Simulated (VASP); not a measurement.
Cu:

```
CELL_PARAMETERS angstrom
0.00000 1.80750 1.80750
1.80750 0.00000 1.80750
1.80750 1.80750 0.00000
ATOMIC_POSITIONS crystal
Cu 0.00000 0.00000 0.00000
```

* Program: VASP 6.6.1
* Task: relaxation of cell and atoms
* Functional: TPSS
* Potentials or basis: VASP PAW PBE potentials, release 64 (Cu)
* Cutoff: 600 eV
* k mesh: 13 × 13 × 13
* Occupations: fermi-dirac, width 0.1 eV
* Spin: no spin polarisation

At the start: pressure -3.5 GPa; volume 11.81 Å³/atom.

Question: How do energy, volume and symmetry change on relaxing?

Answer: Over 9 steps the energy falls by 3.0 meV/atom and the volume is 11.54 Å³/atom (-2.3 %); space group Fm-3m (No. 225, to 0.05 Å).

Step by step:
```
step  energy change (eV)  largest force (eV/Å)  pressure (GPa)  volume (Å³)
   1              0.0000                0.0000           -3.54        11.81
   2             -0.0017                0.0000           -2.42        11.72
   3             -0.0030                0.0000           -0.42        11.57
   4             -0.0022                0.0000            1.85        11.40
   5             -0.0023                0.0000            1.69        11.42
   6             -0.0026                0.0000            1.39        11.44
   7             -0.0028                0.0000            0.96        11.47
   8             -0.0030                0.0000            0.44        11.50
   9             -0.0030                0.0000           -0.10        11.54
```

Final structure:
```
CELL_PARAMETERS angstrom
0.00000 1.79371 1.79371
1.79371 0.00000 1.79371
1.79371 1.79371 0.00000
ATOMIC_POSITIONS crystal
Cu 0.00000 0.00000 0.00000
```

Caveat: the PAW data sets were made with another functional, which shifts forces and pressure a little.
